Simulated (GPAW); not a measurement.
The system is MoP.

```
Mo P
1.0
     3.22300    0.00000    0.00000
    -1.61150    2.79120    0.00000
     0.00000    0.00000    3.19100
Mo P
1 1
Cartesian
  0.0000 0.0000 0.0000
  0.0000 1.8608 1.5955
```

```yaml
Program: GPAW 26.7.0
Task: relaxation of cell and atoms
Functional: PBE
Dispersion: D3(BJ)
Potentials_or_basis: GPAW PAW data sets (gpaw-data 1.2.1)
Cutoff: 600 eV
Basis: pw
k_mesh: 7 × 7 × 6
Occupations: fermi-dirac, width 0.05 eV
Spin: no spin polarisation
```

At the start: pressure -4.2 GPa; volume 14.35 Å³/atom.

Task: How do energy, volume and symmetry change on relaxing?

Result: Over 9 steps the energy falls by 3.4 meV/atom and the volume is 14.10 Å³/atom (-1.8 %); space group P-6m2 (No. 187, to 0.05 Å).

The path:
```csv
step,energy change (eV),largest force (eV/Å),pressure (GPa),volume (Å³)
1,0.0000,0.0000,-4.22,28.71
2,-0.0037,0.0000,-2.93,28.54
3,-0.0067,0.0000,-0.67,28.27
4,-0.0055,0.0000,1.91,27.98
5,-0.0057,0.0000,1.76,27.99
6,-0.0061,0.0000,1.45,28.03
7,-0.0065,0.0000,1.03,28.08
8,-0.0068,0.0000,0.53,28.13
9,-0.0069,0.0000,-0.01,28.19
```

Final structure:
```
CELL_PARAMETERS angstrom
3.20529 0.00000 0.00000
-1.60265 2.77586 0.00000
0.00000 0.00000 3.16873
ATOMIC_POSITIONS crystal
Mo 0.00000 0.00000 0.00000
P 0.33333 0.66667 0.50000
```

Caveat: later steps reuse the first step's grids; pairwise dispersion overbinds metals, which lowers pressure and volume.
